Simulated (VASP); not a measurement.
Here is a VASP 6.6.1 calculation.

INCAR

```
SYSTEM = ZrSe2
PREC = Accurate
ENCUT = 600
EDIFF = 1E-6
ISMEAR = 0
SIGMA = 0.03
LREAL = .False.
LASPH = .True.
NELM = 80
ALGO = Normal
ISIF = 3
LWAVE = .False.
LCHARG = .False.
GGA = PE
IVDW = 12
IBRION = 2
NSW = 90
EDIFFG = -0.01
LATTICE_CONSTRAINTS = .TRUE. .TRUE. .FALSE.
KPAR = 4
```

The input KPOINTS:

```
regular mesh
0
Gamma
  9 9 1
  0 0 0
```

POSCAR

```
ZrSe2
1.0
    3.7980000000      0.0000000000      0.0000000000
   -1.8990000000      3.2891644800      0.0000000000
    0.0000000000      0.0000000000     33.4800000000
Se Zr
6 3
Direct
    0.6666666700      0.3333333300      0.2688172000
    0.3333333300      0.6666666700      0.3612903200
    0.6666666700      0.3333333300      0.4537634400
    0.3333333300      0.6666666700      0.5462365600
    0.6666666700      0.3333333300      0.6387096800
    0.3333333300      0.6666666700      0.7311828000
    0.0000000000      0.0000000000      0.3150537600
    0.0000000000      0.0000000000      0.5000000000
    0.0000000000      0.0000000000      0.6849462400
```

Potentials or basis: VASP PAW PBE potentials, release 64 (Se, Zr_sv).

Launch:

```sh
$ cat potpaw_PBE.64/Se/POTCAR potpaw_PBE.64/Zr_sv/POTCAR > POTCAR
$ mpirun -np 4 vasp_std > vasp.out
```

**Question.** What does it give for the relaxed volume?

**Answer.** 45.18 Å³/atom.

**Question.** Predict the relaxed cell.

**Answer.** a = 3.745 Å, b = 3.745 Å, c = 33.480 Å, α = 90.00°, β = 90.00°, γ = 120.00°.

**Question.** What does it give for the dispersion energy per atom?

**Answer.** -0.357 eV.

The path:
| step | energy change (eV) | largest force (eV/Å) | pressure (GPa) | volume (Å³) |
| --- | --- | --- | --- | --- |
| 1 | 0.0000 | 0.3236 | -0.09 | 418.24 |
| 2 | -0.0340 | 0.2908 | 0.10 | 413.12 |
| 3 | -0.0577 | 0.2224 | 0.48 | 403.59 |
| 4 | -0.0665 | 0.1071 | -0.31 | 405.75 |
| 5 | -0.0683 | 0.0326 | -0.08 | 405.11 |
| 6 | -0.0683 | 0.0360 | -0.09 | 405.14 |
| 7 | -0.0687 | 0.0286 | -0.12 | 405.65 |
| 8 | -0.0688 | 0.0373 | -0.14 | 406.29 |
| 9 | -0.0691 | 0.0286 | -0.10 | 406.21 |
| 10 | -0.0692 | 0.0459 | -0.06 | 406.13 |
| 11 | -0.0694 | 0.0456 | -0.06 | 406.26 |
| 12 | -0.0700 | 0.0450 | -0.10 | 406.63 |
| 13 | -0.0707 | 0.0439 | -0.16 | 407.36 |
| 14 | -0.0708 | 0.0655 | -0.28 | 408.84 |
| 15 | -0.0710 | 0.0514 | -0.23 | 408.22 |
| 16 | -0.0711 | 0.0505 | -0.22 | 408.22 |
| 17 | -0.0713 | 0.0497 | -0.22 | 408.25 |
| 18 | -0.0718 | 0.0464 | -0.21 | 408.29 |
| 19 | -0.0726 | 0.0503 | -0.20 | 408.37 |
| 20 | -0.0740 | 0.0589 | -0.17 | 408.54 |
| 21 | -0.0757 | 0.0750 | -0.11 | 408.87 |
| 22 | -0.0760 | 0.0828 | -0.07 | 409.03 |
| 23 | -0.0772 | 0.0689 | 0.01 | 408.06 |
| 24 | -0.0776 | 0.0638 | 0.09 | 407.07 |
| 25 | -0.0783 | 0.0406 | 0.03 | 406.98 |
| 26 | -0.0785 | 0.0450 | -0.05 | 406.88 |
| 27 | -0.0785 | 0.0427 | -0.03 | 406.90 |
| 28 | -0.0787 | 0.0082 | -0.02 | 406.65 |
